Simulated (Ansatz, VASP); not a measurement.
# One calculation of Al, two programs

```
CELL_PARAMETERS angstrom
0.00000 2.01996 2.01996
2.01996 0.00000 2.01996
2.01996 2.01996 0.00000
ATOMIC_POSITIONS crystal
Al 0.00000 0.00000 0.00000
```

Alike in both runs: task single point; functional PBE; k mesh 13 × 13 × 13; no spin polarisation.

|  | VASP | Ansatz |
| --- | --- | --- |
| version | VASP 6.6.1 | Ansatz 0.2.0 |
| potentials or method | VASP PAW PBE potentials, release 64 (Al) | plane waves (420 eV) with PAW, scalar-relativistic |
| plane-wave cutoff (eV) | 520 | 420 |
| occupations | methfessel-paxton of order 1, width 1 eV | cold, width 1 eV |
| valence electrons in the cell | 3 | 3 |

```tsv
	VASP	Ansatz	Ansatz less VASP
pressure (GPa)	0.0	0.1	+0.11
```
